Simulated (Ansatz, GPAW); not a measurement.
This is a calculation of CdTe for GPAW 26.7.0 (ASE script). 

Contents of run.py:

```python
from ase.dft.bandgap import bandgap
from ase.io import read, write
from ase.units import Bohr, GPa
from gpaw import GPAW, PW
from gpaw.elf import elf_from_dft_calculation

atoms = read('CdTe.xyz')

calc = GPAW(mode=PW(600),
            xc='PBE',
            kpts={'size': (7, 7, 7), 'gamma': True},
            occupations={'name': 'methfessel-paxton', 'order': 0, 'width': 0.015},
            nbands=18,
            convergence={'density': 1e-05, 'energy': 1e-05},
            maxiter=150,
            txt='gpaw.txt')
atoms.calc = calc
energy = atoms.get_potential_energy()
forces = atoms.get_forces()
stress = atoms.get_stress()
calc.write('gs.gpw')
write('result.traj', atoms)
print(f'Energy: {energy:.6f} eV')
print('Forces (eV/A):')
print(forces.round(4))
print('Stress (GPa):', (stress / GPa).round(3))
print('Fermi level:', round(calc.get_fermi_level(), 4), 'eV')
print(f'Gap: {bandgap(calc)[0]:.4f} eV, direct: {bandgap(calc, direct=True)[0]:.4f} eV')

# fields on the real-space grid
write('density.cube', atoms, data=calc.get_pseudo_density() * Bohr**3)
write('potential.cube', atoms, data=calc.get_electrostatic_potential())
write('elf.cube', atoms, data=elf_from_dft_calculation(calc).data)
```

File CdTe.xyz:

```xyz
2
Lattice="0.0000000000 3.2050000000 3.2050000000 3.2050000000 0.0000000000 3.2050000000 3.2050000000 3.2050000000 0.0000000000" Properties=species:S:1:pos:R:3 pbc="T T T"
Te     4.8075000000      4.8075000000      4.8075000000
Cd     0.0000000000      0.0000000000      0.0000000000
```

Potentials or basis: GPAW PAW data sets (gpaw-data 1.2.1), pw.

Launch:

```sh
$ OMP_NUM_THREADS=1 python run.py
```

Task: What does the same run look like in Ansatz 0.2.0? Potentials or basis there: all-electron LAPW, scalar-relativistic.

Result: As run (cutoffs and basis follow the program's own potentials, and thresholds, step limits or extra output files can differ):

Contents of input.yaml:

```yaml
crystal:
  lattice:
    - [0.0, 3.205, 3.205]
    - [3.205, 0.0, 3.205]
    - [3.205, 3.205, 0.0]
  atoms:
    - { symbol: Te, position: [0.75, 0.75, 0.75] }
    - { symbol: Cd, position: [0.0, 0.0, 0.0] }
kpoints:
  mp_grid: { grid: [7, 7, 7] }
scf:
  occupations: { method: gaussian, width: 0.015 }
hamiltonian:
  xc: pbe
  pseudopotentials: { kind: all_electron, lapw: { basis_error: 0.001 } }
output:
  forces: true
  stress: true
  eigenvalues: true
```

Potentials or basis: all-electron LAPW, scalar-relativistic.

Launch:

```console
$ ansatz run input.yaml --threads 1 --pin off --max-ram 3072MiB --backend cpu --events-out ev --progress --plain --runs-dir out
```

Both were run:

|  | GPAW | Ansatz |
| --- | --- | --- |
| Pressure | 3.8 GPa | 4.3 GPa |

Where Ansatz's input types no cutoff or centring, it takes its own default and a Γ-centred mesh.

Pressure is positive in compression.
